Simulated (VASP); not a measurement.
**Input and output of a VASP PBE single-point calculation on PtSe2 (strained 1T (CdI2) bulk)**

INCAR

```
IBRION = -1
GGA = PE
LASPH = .TRUE.
LWAVE = .FALSE.
LREAL = .FALSE.
ENCUT = 520
PREC = Accurate
EDIFF = 1E-7
NSW = 0
LCHARG = .FALSE.
SIGMA = 0.02
NBANDS = 18
ISIF = 2
NELM = 120
ISMEAR = -1
```

KPOINTS

```
KPOINTS created by Atomic Simulation Environment
0
Gamma
12 12 6
0 0 0
```

KPOINTS_OPT

```
special points
8
Reciprocal
0.0000000000 0.0000000000 0.0000000000 1
0.5000000000 0.0000000000 0.0000000000 1
0.3333333333 0.3333333333 0.0000000000 1
0.0000000000 0.0000000000 0.5000000000 1
0.5000000000 0.0000000000 0.5000000000 1
0.3333333333 0.3333333333 0.5000000000 1
0.0000000000 0.2500000000 0.3333333333 1
0.0000000000 0.2825520000 0.2955730000 1
```

POSCAR

```
Pt Se
 1.0000000000000000
     3.7286503664889392   -0.0000000000288675    0.0000000000000000
    -1.8643251832194696    3.2291059392240129    0.0000000000000000
     0.0000000000000000    0.0000000000000000    5.3035423823999999
 Pt  Se
   1   2
Cartesian
  0.0000000000000000  0.0000000000000000  0.0000000000000000
  0.0000000000166667  2.1527372928063859  1.2999001618450434
  1.8643251832528032  1.0763686463887592  4.0036422205549576
```

VASP ran with the recommended PBE PAW datasets (22 valence electrons in the cell).

Command

```
mpirun -np 1 vasp_std
```

From OUTCAR

```
k-points           NKPTS =    100   k-points in BZ     NKDIM =    100   number of bands    NBANDS=     18

   NELECT =      22.0000    total number of electrons

   dimension x,y,z NGX =    28 NGY =   28 NGZ =   40
   dimension x,y,z NGXF=    56 NGYF=   56 NGZF=   80

  energy-cutoff  :      520.00
  volume of cell :       63.86
      direct lattice vectors                 reciprocal lattice vectors
     3.728650366 -0.000000000  0.000000000     0.268193556  0.154841622  0.000000000
    -1.864325183  3.229105939  0.000000000     0.000000000  0.309683243  0.000000000
     0.000000000  0.000000000  5.303542382     0.000000000  0.000000000  0.188553221

 k-points in reciprocal lattice and weights: KPOINTS created by Atomic Simulation Env
   0.00000000  0.00000000  0.00000000       0.001
   0.08333333 -0.00000000  0.00000000       0.007
   0.16666667  0.00000000  0.00000000       0.007
   0.25000000  0.00000000  0.00000000       0.007
   0.33333333  0.00000000  0.00000000       0.007
   0.41666667 -0.00000000  0.00000000       0.007
   0.50000000  0.00000000  0.00000000       0.003
   0.08333333  0.08333333  0.00000000       0.007
   ...

 E-fermi :   5.9668

 k-point     1 :       0.0000    0.0000    0.0000
  band No.  band energies     occupation
      1      -9.4529      2.00000
      2      -7.0096      2.00000
      3      -0.9909      2.00000
      4      -0.2870      2.00000
      5      -0.2870      2.00000
      6       2.0316      2.00000
      7       2.0316      2.00000
      8       3.3505      2.00000
      9       4.9352      2.00000
     10       4.9352      2.00000
     11       6.0996      0.00261
     12       7.4877      0.00000
     13       7.4877      0.00000
     14       9.8235      0.00000
     15       9.9484      0.00000
     16      13.3124      0.00000
     17      13.3124      0.00000
     18      17.5438      0.00000

 k-point     2 :       0.0833   -0.0000    0.0000
  band No.  band energies     occupation
      1      -9.3771      2.00000
      2      -7.0331      2.00000
      3      -0.9004      2.00000
      4      -0.2494      2.00000
      5      -0.2395      2.00000
      6       1.9301      2.00000
      7       1.9777      2.00000
      8       3.2097      2.00000
      9       4.6605      2.00000
     10       4.8867      2.00000
     11       5.9843      0.58955
     12       7.2341      0.00000
     13       7.4711      0.00000
     14      10.3474      0.00000
     15      10.4251      0.00000
     16      13.0124      0.00000
     17      13.5732      0.00000
     18      16.4566      0.00000

 k-point     3 :       0.1667    0.0000    0.0000
  band No.  band energies     occupation
      1      -9.1582      2.00000
      2      -7.0993      2.00000
      3      -0.6453      2.00000
      4      -0.1273      2.00000
      5      -0.1099      2.00000
      6       1.5443      2.00000
      7       1.8610      2.00000
      8       2.8455      2.00000
      9       4.2451      2.00000
     10       4.6871      2.00000
     11       5.4445      2.00000
     12       7.1053      0.00000
     13       7.4996      0.00000
     14      11.0448      0.00000
     15      11.3502      0.00000
     16      12.9027      0.00000
     17      14.1829      0.00000
     18      14.9986      0.00000

 k-point     4 :       0.2500    0.0000    0.0000
  band No.  band energies     occupation
      1      -8.8224      2.00000
      2      -7.1980      2.00000
      3      -0.3319      2.00000
      4       0.0581      2.00000
      5       0.1285      2.00000
      6       0.8432      2.00000
      7       1.7866      2.00000
      8       2.5626      2.00000
      9       3.9087      2.00000
     10       4.2926      2.00000
     11       4.6684      2.00000
     12       7.1201      0.00000
     13       7.6476      0.00000
     14      10.7548      0.00000
     15      12.2368      0.00000
     16      13.6001      0.00000
     17      14.2156      0.00000
     18      14.3738      0.00000

 k-point     5 :       0.3333    0.0000    0.0000
  band No.  band energies     occupation
      1      -8.4189      2.00000
      2      -7.3217      2.00000
      3      -0.4495      2.00000
      4       0.1946      2.00000
      5       0.4154      2.00000
      6       0.6710      2.00000
      7       1.8686      2.00000
      8       2.4254      2.00000
      9       3.4431      2.00000
     10       3.7628      2.00000
     11       3.9924      2.00000
     12       6.9645      0.00000
     13       7.8552      0.00000
     14      10.4978      0.00000
     15      12.2088      0.00000
     16      13.3733      0.00000
     17      13.9344      0.00000
     18      14.9101      0.00000

 k-point     6 :       0.4167   -0.0000    0.0000
  band No.  band energies     occupation
      1      -8.0206      2.00000
      2      -7.4778      2.00000
      3      -0.9803      2.00000
      4       0.2578      2.00000
      5       0.6233      2.00000
      6       1.2973      2.00000
      7       2.1605      2.00000
      8       2.3525      2.00000
      9       2.9306      2.00000
     10       3.1862      2.00000
     11       3.3908      2.00000
     12       6.7477      0.00000
     13       8.0232      0.00000
     14      10.5013      0.00000
     15      11.7941      0.00000
     16      13.0883      0.00000
     17      13.5580      0.00000
     18      16.1786      0.00000

 k-point     7 :       0.5000    0.0000    0.0000
  band No.  band energies     occupation
      1      -7.7077      2.00000
      2      -7.6918      2.00000
      3      -1.2085      2.00000
      4       0.2714      2.00000
      5       0.7692      2.00000
      6       1.6521      2.00000
      7       2.4364      2.00000
      8       2.5610      2.00000
      9       2.6260      2.00000
     10       2.6933      2.00000
     11       3.0103      2.00000
     12       6.6626      0.00000
     13       8.0863      0.00000
     14      10.5419      0.00000
     15      11.6109      0.00000
     16      12.9947      0.00000
     17      13.4223      0.00000
     18      16.9977      0.00000

 k-point     8 :       0.0833    0.0833    0.0000
  band No.  band energies     occupation
      1      -9.2297      2.00000
      2      -7.0778      2.00000
      3      -0.7257      2.00000
      4      -0.1739      2.00000
      5      -0.1493      2.00000
      6       1.7823      2.00000
      7       1.7951      2.00000
      8       2.9494      2.00000
      9       4.3569      2.00000
     10       4.6718      2.00000
     11       5.7691      1.99990
     12       7.2197      0.00000
     13       7.2676      0.00000
     14      11.0875      0.00000
     15      11.0998      0.00000
     16      12.6256      0.00000
     17      14.0975      0.00000
     18      15.3390      0.00000

 k-point     9 :       0.1667    0.0833    0.0000
  band No.  band energies     occupation
      1      -8.9519      2.00000
      2      -7.1590      2.00000
      3      -0.4143      2.00000
      4      -0.0222      2.00000
      5       0.0081      2.00000
      6       1.2373      2.00000
      7       1.6467      2.00000
      8       2.6503      2.00000
      9       4.0392      2.00000
     10       4.1954      2.00000
     11       5.3946      2.00000
     12       7.0049      0.00000
     13       7.4166      0.00000
     14      11.2236      0.00000
     15      12.0257      0.00000
     16      12.9774      0.00000
     17      14.2842      0.00000
     18      14.6677      0.00000

 k-point    10 :       0.2500    0.0833    0.0000
  band No.  band energies     occupation
      1      -8.5813      2.00000
      2      -7.2660      2.00000
      3      -0.2060      2.00000
      4       0.0653      2.00000
      5       0.3454      2.00000
      6       0.6249      2.00000
      7       1.6163      2.00000
      8       2.5103      2.00000
      9       3.5641      2.00000
     10       3.7552      2.00000
     11       4.8144      2.00000
     12       6.8966      0.00000
     13       7.5707      0.00000
     14      10.7409      0.00000
     15      12.6821      0.00000
     16      13.2072      0.00000
     17      14.0098      0.00000
     18      14.7111      0.00000

 k-point    11 :       0.3333    0.0833    0.0000
  band No.  band energies     occupation
      1      -8.1801      2.00000
      2      -7.3962      2.00000
      3      -0.6740      2.00000
      4       0.1520      2.00000
      5       0.6105      2.00000
      6       0.9238      2.00000
      7       1.7409      2.00000
      8       2.4996      2.00000
      9       2.9961      2.00000
     10       3.2994      2.00000
     11       4.2193      2.00000
     12       6.7461      0.00000
     13       7.6402      0.00000
     14      10.5257      0.00000
     15      12.4380      0.00000
     16      12.8259      0.00000
     17      14.3021      0.00000
     18      15.1953      0.00000

 ...

  Total        1.6609186      1.6609186      0.9930389      0.0000000      0.0000000      0.0000000
  in kB       41.6733999     41.6733999     24.9159149      0.0000000      0.0000000      0.0000000
  external PRESSURE =      36.0875716 kB  Pullay stress =       0.0000000 kB

 POSITION                                       TOTAL-FORCE (eV/Angst)
 -----------------------------------------------------------------------------------
      0.00000      0.00000      0.00000        -0.000000      0.000000      0.000000
      0.00000      2.15274      1.29990         0.000000     -0.000000      0.168751
      1.86433      1.07637      4.00364         0.000000      0.000000     -0.168751
 -----------------------------------------------------------------------------------
    total drift:                                0.000000      0.000000     -0.000000

  FREE ENERGIE OF THE ION-ELECTRON SYSTEM (eV)
  ---------------------------------------------------
  free  energy   TOTEN  =       -14.2494832082 eV

  energy  without entropy=      -14.2487249164  energy(sigma->0) =      -14.24910406
```

```json
{
  "gap between bands v and c": "-0.32 eV (bands overlap: a metal)",
  "least direct gap": "0.30 eV",
  "pressure": "3.6 GPa",
  "largest force": "0.17 eV/Å"
}
```

Band v is the last that the valence electrons fill when counted band by band, and c is the next.

The run took about 1.8 min on one core of a shared host (Intel Xeon Platinum 8488C) and held 0.32 GiB at most.
